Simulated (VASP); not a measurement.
Crystal: TiB2.

```
Ti B
1.0
     3.02920    0.00000    0.00000
    -1.51460    2.62336    0.00000
     0.00000    0.00000    3.22840
Ti B
1 2
Cartesian
  0.0000 0.0000 0.0000
  1.5146 0.8745 1.6142
  0.0000 1.7489 1.6142
```

Base run:

```yaml
Program: VASP 6.6.1
Functional: PBE
Potentials_or_basis: VASP PAW PBE potentials, release 64 (Ti_sv, B)
Cutoff: 520 eV
k_mesh: 10 × 10 × 8
Occupations: fermi-dirac, width 0.05 eV
Spin: no spin polarisation
```

Its results: band gap on the k mesh none (metal or under the smearing width); pressure 0.5 GPa.

Q: The run is repeated on the same cell with these changes: functional from PBE to PBEsol. What comes out?

A: Band gap on the k mesh none (metal or under the smearing width); pressure -4.7 GPa.

PBEsol binds more tightly than PBE, so the same cell stands under less pressure.

Caveats: the PAW data sets were made with another functional, which shifts forces and pressure a little (some runs).

Not every run made on this cell is shown here.
